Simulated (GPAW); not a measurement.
# V (Im-3m) in GPAW: settings compared, part 2 of 2

GPAW 26.7.0. The steps go on from the part before.

### 5 Equation of state, LDA, collinear spin, ferromagnetic start

Contents of run.py:

```python
from ase.eos import EquationOfState
from ase.io import Trajectory, read
from ase.units import GPa
from gpaw import GPAW, PW

atoms = read('POSCAR')
atoms.set_initial_magnetic_moments([2.0])

traj = Trajectory('eos.traj', 'w')
volumes, energies = [], []
for x in [0.94, 0.96, 0.98, 1.0, 1.02, 1.04, 1.06]:
    a = atoms.copy()
    a.set_cell(atoms.cell * x**(1 / 3), scale_atoms=True)
    calc = GPAW(mode=PW(600),
                xc='LDA',
                kpts={'size': (10, 10, 10), 'gamma': True},
                occupations={'name': 'fermi-dirac', 'width': 0.05},
                nbands=15,
                convergence={'density': 1e-05, 'energy': 1e-05},
                maxiter=150,
                txt=f'eos-{x:.2f}.txt')
    a.calc = calc
    energies.append(a.get_potential_energy(force_consistent=True))
    volumes.append(a.get_volume())
    p = -a.get_stress()[:3].mean() / GPa
    calc.write(f'eos-{x:.2f}.gpw')
    traj.write(a)
    print(f'{x:.2f} {volumes[-1]:10.4f} A^3 {energies[-1]:14.6f} eV {p:9.3f} GPa', flush=True)

v0, e0, B = EquationOfState(volumes, energies, eos='birchmurnaghan').fit()
print(f'V0 = {v0:.4f} A^3, E0 = {e0:.6f} eV, B0 = {B / GPa:.2f} GPa')
```

Contents of POSCAR:

```
V
1.0
   -1.5143500000      1.5143500000      1.5143500000
    1.5143500000     -1.5143500000      1.5143500000
    1.5143500000      1.5143500000     -1.5143500000
V
1
Direct
    0.0000000000      0.0000000000      0.0000000000
```

Potentials or basis: the program's PAW data sets (release 1.2.1) made for this functional, pw.

Command:

```console
> OMP_NUM_THREADS=1 python run.py
```

The log of the run:

```text
__  _  _
 | _ |_)|_||  |
 |__||  | ||/\| - 26.7.0

Input parameters:
  mode=PW(ecut=600.0),
  convergence={'density': 1e-05, 'energy': 1e-05},
  kpts=MonkhorstPack(size=(10, 10, 10), gamma=True),
  maxiter=150,
  nbands=15,
  occupations=Occupations(name='fermi-dirac', width=0.05),
  xc=XC(name='LDA')

Diagonalizing LCAO Hamiltonian
Converting LCAO to pw mode

       V

Atoms  # Å, Bohr magnetons
|   | symbol |        x |        y |        z |    initial magnetic moments |
|---|--------|----------|----------|----------|-----------------------------|
| 0 |      V | 0.000000 | 0.000000 | 0.000000 | ( 0.0000,  0.0000,  2.0000) |

Unit cell  # Å
| periodic |         x |         y |         z |  lengths |     angles |
[... 195 lines left out ...]

dipole moment: (-3.615443, -3.615443, -3.615443)  # |e|*Ang

Total magnetic moment: (0.000000, 0.000000, 0.000201)

Local magnetic moments
|        x |        y |        z |
|----------|----------|----------|
| 0.000000 | 0.000000 | 0.000153 |  # V    0

Fermi level: 9.541
Eigenvalues  # (at kpt = [0.000, 0.000, 0.000])
| band index |      eig [eV] | occ [0-1] |      eig [eV] | occ [0-1] |
|------------|---------------|-----------|---------------|-----------|
|          0 |       -53.568 |     1.000 |       -53.568 |     1.000 |
|          1 |       -27.145 |     1.000 |       -27.145 |     1.000 |
|          2 |       -27.145 |     1.000 |       -27.145 |     1.000 |
|          3 |       -27.145 |     1.000 |       -27.145 |     1.000 |
|          4 |         2.973 |     1.000 |         2.974 |     1.000 |
|          5 |         9.915 |     0.001 |         9.915 |     0.001 |
|          6 |         9.915 |     0.001 |         9.915 |     0.001 |
|          7 |         9.915 |     0.001 |         9.915 |     0.001 |
|          8 |        11.971 |     0.000 |        11.971 |     0.000 |
|          9 |        11.971 |     0.000 |        11.971 |     0.000 |
|         10 |        30.613 |     0.000 |        30.613 |     0.000 |
|         11 |        30.613 |     0.000 |        30.613 |     0.000 |
|         12 |        30.613 |     0.000 |        30.613 |     0.000 |
|        ... |               |           |               |           |
|         14 |        37.450 |     0.000 |        37.450 |     0.000 |

No gap
No difference between direct/indirect transitions

Stress tensor  # eV/Ang^3
|        x |         y |         z |
|----------|-----------|-----------|
| 0.038319 |  0.000000 |  0.000000 |
| 0.000000 |  0.038319 | -0.000000 |
| 0.000000 | -0.000000 |  0.038319 |

# Writing to eos-0.94.gpw (mode='')
```

stdout:

```text
0.94    13.0577 A^3      -9.542494 eV    -6.139 GPa
0.96    13.3355 A^3      -9.528594 eV    -9.895 GPa
0.98    13.6133 A^3      -9.508496 eV   -13.293 GPa
1.00    13.8912 A^3      -9.482798 eV   -16.358 GPa
1.02    14.1690 A^3      -9.452051 eV   -19.116 GPa
1.04    14.4468 A^3      -9.416770 eV   -21.591 GPa
1.06    14.7246 A^3      -9.377423 eV   -23.808 GPa
<dir> UserWarning: The minimum volume of your fit is not in your volumes.  You may not have a minimum in your dataset!
  warnings.warn(
V0 = 12.6636 A^3, E0 = -9.550168 eV, B0 = 210.71 GPa
```

Run time: 1.8 min. Hardware: 1 thread of Arm Neoverse V1, shared host; peak memory 0.18 GiB.

Results:

| Quantity | Value |
| --- | --- |
| Equilibrium volume | 12.66 Å³/atom (rough: see the caveat) |
| Bulk modulus | 211 GPa (rough) |

Energy against volume, from the lowest point:
```csv
volume (Å³/atom),energy (meV/atom)
13.058,0.00
13.336,13.90
13.613,34.00
13.891,59.70
14.169,90.44
14.447,125.72
14.725,165.07
```

Caveat: the minimum lies outside the volumes run.

### 6 Band structure, r2SCAN+U, collinear spin, ferromagnetic start

Contents of run.py:

```python
import spglib
from ase import Atoms
from ase.dft.bandgap import bandgap
from ase.io import read, write
from ase.units import GPa
from gpaw import GPAW, PW

atoms = read('V.cif')
cell, positions, numbers = spglib.find_primitive(
    (atoms.cell[:], atoms.get_scaled_positions(), atoms.numbers), symprec=1e-4)
atoms = Atoms(numbers, cell=cell, scaled_positions=positions, pbc=True)
atoms.set_initial_magnetic_moments([2.0])

calc = GPAW(mode=PW(600),
            xc='MGGA_X_R2SCAN+MGGA_C_R2SCAN',
            kpts={'size': (10, 10, 10), 'gamma': True},
            occupations={'name': 'fermi-dirac', 'width': 0.05},
            setups={'V': ':d,1.0'},
            nbands=15,
            convergence={'density': 1e-05, 'energy': 1e-05},
            maxiter=150,
            txt='gpaw.txt')
atoms.calc = calc
energy = atoms.get_potential_energy()
forces = atoms.get_forces()
stress = atoms.get_stress()
calc.write('gs.gpw')
write('result.traj', atoms)
print(f'Energy: {energy:.6f} eV')
print('Forces (eV/A):')
print(forces.round(4))
print('Stress (GPa):', (stress / GPa).round(3))
print('Moments:', calc.get_magnetic_moments().round(3))
print('Fermi level:', round(calc.get_fermi_level(), 4), 'eV')
print(f'Gap: {bandgap(calc)[0]:.4f} eV, direct: {bandgap(calc, direct=True)[0]:.4f} eV')

path = atoms.cell.bandpath('GHNGPH,PN', npoints=100, eps=1e-4)
bs_calc = calc.fixed_density(kpts=path, symmetry='off', nbands=23,
                             convergence={'bands': 'CBM+6.0', 'eigenstates': 1e-6}, txt='bands.txt')
bs = bs_calc.band_structure()
bs.write('bs.json')
print(f'Gap on the path: {bandgap(bs_calc)[0]:.4f} eV')
```

Contents of V.cif:

```cif
data_V
_cell_length_a 3.02870000
_cell_length_b 3.02870000
_cell_length_c 3.02870000
_cell_angle_alpha 90.00000000
_cell_angle_beta 90.00000000
_cell_angle_gamma 90.00000000
_space_group_name_H-M_alt 'Im-3m'
_space_group_name_Hall '-I 4 2 3'
_space_group_IT_number 229
loop_
_space_group_symop_operation_xyz
'x,y,z'
'-x,-y,-z'
'-y,x,z'
'y,-x,-z'
'-x,-y,z'
'x,y,-z'
'y,-x,z'
'-y,x,-z'
'x,-y,-z'
'-x,y,z'
'-y,-x,-z'
'y,x,z'
'-x,y,-z'
'x,-y,z'
'y,x,-z'
'-y,-x,z'
'z,x,y'
'-z,-x,-y'
'z,-y,x'
'-z,y,-x'
'z,-x,-y'
'-z,x,y'
'z,y,-x'
'-z,-y,x'
'-z,x,-y'
'z,-x,y'
'-z,-y,-x'
'z,y,x'
'-z,-x,y'
'z,x,-y'
'-z,y,x'
'z,-y,-x'
'y,z,x'
'-y,-z,-x'
'x,z,-y'
'-x,-z,y'
'-y,z,-x'
'y,-z,x'
'-x,z,y'
'x,-z,-y'
'-y,-z,x'
'y,z,-x'
'-x,-z,-y'
'x,z,y'
'y,-z,-x'
'-y,z,x'
'x,-z,y'
'-x,z,-y'
'x+1/2,y+1/2,z+1/2'
'-x+1/2,-y+1/2,-z+1/2'
'-y+1/2,x+1/2,z+1/2'
'y+1/2,-x+1/2,-z+1/2'
'-x+1/2,-y+1/2,z+1/2'
'x+1/2,y+1/2,-z+1/2'
'y+1/2,-x+1/2,z+1/2'
'-y+1/2,x+1/2,-z+1/2'
'x+1/2,-y+1/2,-z+1/2'
'-x+1/2,y+1/2,z+1/2'
'-y+1/2,-x+1/2,-z+1/2'
'y+1/2,x+1/2,z+1/2'
'-x+1/2,y+1/2,-z+1/2'
'x+1/2,-y+1/2,z+1/2'
'y+1/2,x+1/2,-z+1/2'
'-y+1/2,-x+1/2,z+1/2'
'z+1/2,x+1/2,y+1/2'
'-z+1/2,-x+1/2,-y+1/2'
'z+1/2,-y+1/2,x+1/2'
'-z+1/2,y+1/2,-x+1/2'
'z+1/2,-x+1/2,-y+1/2'
'-z+1/2,x+1/2,y+1/2'
'z+1/2,y+1/2,-x+1/2'
'-z+1/2,-y+1/2,x+1/2'
'-z+1/2,x+1/2,-y+1/2'
'z+1/2,-x+1/2,y+1/2'
'-z+1/2,-y+1/2,-x+1/2'
'z+1/2,y+1/2,x+1/2'
'-z+1/2,-x+1/2,y+1/2'
'z+1/2,x+1/2,-y+1/2'
'-z+1/2,y+1/2,x+1/2'
'z+1/2,-y+1/2,-x+1/2'
'y+1/2,z+1/2,x+1/2'
'-y+1/2,-z+1/2,-x+1/2'
'x+1/2,z+1/2,-y+1/2'
'-x+1/2,-z+1/2,y+1/2'
'-y+1/2,z+1/2,-x+1/2'
'y+1/2,-z+1/2,x+1/2'
'-x+1/2,z+1/2,y+1/2'
'x+1/2,-z+1/2,-y+1/2'
'-y+1/2,-z+1/2,x+1/2'
'y+1/2,z+1/2,-x+1/2'
'-x+1/2,-z+1/2,-y+1/2'
'x+1/2,z+1/2,y+1/2'
'y+1/2,-z+1/2,-x+1/2'
'-y+1/2,z+1/2,x+1/2'
'x+1/2,-z+1/2,y+1/2'
'-x+1/2,z+1/2,-y+1/2'
loop_
_atom_site_label
_atom_site_type_symbol
_atom_site_symmetry_multiplicity
_atom_site_Wyckoff_symbol
_atom_site_fract_x
_atom_site_fract_y
_atom_site_fract_z
_atom_site_occupancy
V1 V 2 a 0.0000000000 0.0000000000 0.0000000000 1
```

Potentials or basis: GPAW PAW data sets (gpaw-data 1.2.1), pw.

Command:

```console
> OMP_NUM_THREADS=1 python run.py
```

Wall time 84 s (1 thread of Arm Neoverse V1, shared host); peak memory 0.27 GiB.

The run converged. Its results:

```
Free energy             : -12.0649 eV
Pressure                : 0.2 GPa
Band gap along the path : none (metal or under the smearing width)
Net moment              : 0.71 μB per cell
Site moments            : V +0.62 μB
```

Levels at the corners of the path, in eV from the Fermi level:
Spin up:
```tsv
point	band 5	band 6	band 7	band 8	band 9	band 10
Γ	-7.34	-0.41	-0.41	-0.41	2.58	2.58
H	-2.96	-2.96	2.90	2.90	2.90	9.70
N	-3.69	-1.92	1.04	2.26	2.89	3.29
Γ	-7.34	-0.41	-0.41	-0.41	2.58	2.58
P	-1.88	-1.88	-1.88	2.96	2.96	10.00
H	-2.96	-2.96	2.90	2.90	2.90	9.70
P	-1.88	-1.88	-1.88	2.96	2.96	10.00
N	-3.69	-1.92	1.04	2.26	2.89	3.29
```
Spin down:
| point | band 4 | band 5 | band 6 | band 7 | band 8 | band 9 |
| --- | --- | --- | --- | --- | --- | --- |
| Γ | -38.45 | -7.05 | 1.11 | 1.11 | 1.11 | 2.65 |
| H | -39.02 | -2.96 | -2.96 | 4.38 | 4.38 | 4.38 |
| N | -38.46 | -3.00 | -0.51 | 1.28 | 2.83 | 3.07 |
| Γ | -38.45 | -7.05 | 1.11 | 1.11 | 1.11 | 2.65 |
| P | -38.87 | -0.82 | -0.82 | -0.82 | 3.13 | 3.13 |
| H | -39.02 | -2.96 | -2.96 | 4.38 | 4.38 | 4.38 |
| P | -38.87 | -0.82 | -0.82 | -0.82 | 3.13 | 3.13 |
| N | -38.46 | -3.00 | -0.51 | 1.28 | 2.83 | 3.07 |

Caveat: the PAW data sets were made with another functional, which shifts forces and pressure a little; the U is typed as a test and isn't derived for this compound.
